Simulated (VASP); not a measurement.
Input of a VASP 6.6.1 run:

POSCAR

```
Cu2O
1.0
    4.2600000000      0.0000000000      0.0000000000
    0.0000000000      4.2600000000      0.0000000000
    0.0000000000      0.0000000000      4.2600000000
Cu O
4 2
Direct
    0.7500000000      0.2500000000      0.7500000000
    0.7500000000      0.7500000000      0.2500000000
    0.2500000000      0.7500000000      0.7500000000
    0.2500000000      0.2500000000      0.2500000000
    0.5000000000      0.5000000000      0.5000000000
    0.0000000000      0.0000000000      0.0000000000
```

The input INCAR.step1:

```
SYSTEM = Cu2O
ALGO = Normal ; EDIFF = 1E-6
ENCUT = 520 ; GGA = RP
ISIF = 2 ; ISMEAR = -1
LASPH = .True. ; LCHARG = .True.
LMAXMIX = 4 ; LREAL = .False.
LWAVE = .False. ; NELM = 80
PREC = Accurate ; SIGMA = 0.05
```

Contents of KPOINTS.step1:

```
k-points
0
Gamma
  6 6 6
  0 0 0
```

File INCAR.step2:

```
SYSTEM = Cu2O
ALGO = Normal ; EDIFF = 1E-6
ENCUT = 520 ; GGA = RP
ICHARG = 11 ; ISIF = 2
ISMEAR = 0 ; LASPH = .True.
LCHARG = .False. ; LMAXMIX = 4
LREAL = .False. ; LWAVE = .False.
NELM = 80 ; PREC = Accurate
SIGMA = 0.05
```

Contents of KPOINTS.step2:

```
path GXMGRX,MR
20
line-mode
reciprocal
 0.0000000000  0.0000000000  0.0000000000  G
 0.0000000000  0.5000000000  0.0000000000  X

 0.0000000000  0.5000000000  0.0000000000  X
 0.5000000000  0.5000000000  0.0000000000  M

 0.5000000000  0.5000000000  0.0000000000  M
 0.0000000000  0.0000000000  0.0000000000  G

 0.0000000000  0.0000000000  0.0000000000  G
 0.5000000000  0.5000000000  0.5000000000  R

 0.5000000000  0.5000000000  0.5000000000  R
 0.0000000000  0.5000000000  0.0000000000  X

 0.5000000000  0.5000000000  0.0000000000  M
 0.5000000000  0.5000000000  0.5000000000  R
```

Potentials or basis: VASP PAW PBE potentials, release 64 (Cu, O).

Command:

```bash
$ cat potpaw_PBE.64/Cu/POTCAR potpaw_PBE.64/O/POTCAR > POTCAR
$ cp INCAR.step1 INCAR
$ cp KPOINTS.step1 KPOINTS
$ mpirun -np 1 vasp_std > vasp.out
$ cp INCAR.step2 INCAR
$ cp KPOINTS.step2 KPOINTS
$ mpirun -np 1 vasp_std > vasp.out
```

Task: Estimate the band gap on the k mesh.

Result: 0.54 eV, direct.

Task: Estimate the band gap along the path.

Result: 0.54 eV, direct.

Levels at the corners of the path, in eV from the valence-band top:
```tsv
point	band 25	band 26	band 27	band 28	band 29	band 30	band 31	band 32
Γ	-1.59	0.00	0.00	0.00	0.54	1.26	1.26	7.99
X	-1.20	-1.20	-0.39	-0.39	2.27	2.27	4.25	4.25
X	-1.20	-1.20	-0.39	-0.39	2.27	2.27	4.25	4.25
M	-1.22	-1.22	-0.65	-0.65	1.94	1.94	3.87	3.87
M	-1.22	-1.22	-0.65	-0.65	1.94	1.94	3.87	3.87
Γ	-1.59	0.00	0.00	0.00	0.54	1.26	1.26	7.99
Γ	-1.59	0.00	0.00	0.00	0.54	1.26	1.26	7.99
R	-0.99	-0.57	-0.57	-0.57	2.48	2.48	2.48	4.92
R	-0.99	-0.57	-0.57	-0.57	2.48	2.48	2.48	4.92
X	-1.20	-1.20	-0.39	-0.39	2.27	2.27	4.25	4.25
M	-1.22	-1.22	-0.65	-0.65	1.94	1.94	3.87	3.87
R	-0.99	-0.57	-0.57	-0.57	2.48	2.48	2.48	4.92
```

Caveat: the log is that of the step along the path at fixed density, whose energy, stress, charges and moments have no meaning.

**Measured values to compare with.**

“Importance of surface oxygen vacancies for ultrafast hot carrier relaxation and transport in Cu2O”, 2021, arxiv:2103.03167 quotes, for a bulk crystal of Cu2O: band gap 2.17 eV (direct).

A measured gap of Cu2O is 2.17 eV (direct; quoted in “Importance of surface oxygen vacancies for ultrafast hot carrier relaxation and transport in Cu2O”, 2021, arxiv:2103.03167); the calculated 0.54 eV misses it by -1.63 eV. So large a miss can be the level of theory's own, or it may mean another phase, state or a wrong row. The value is that of RPBE, without temperature or zero-point motion. Semilocal functionals fall short of measured gaps as a rule.
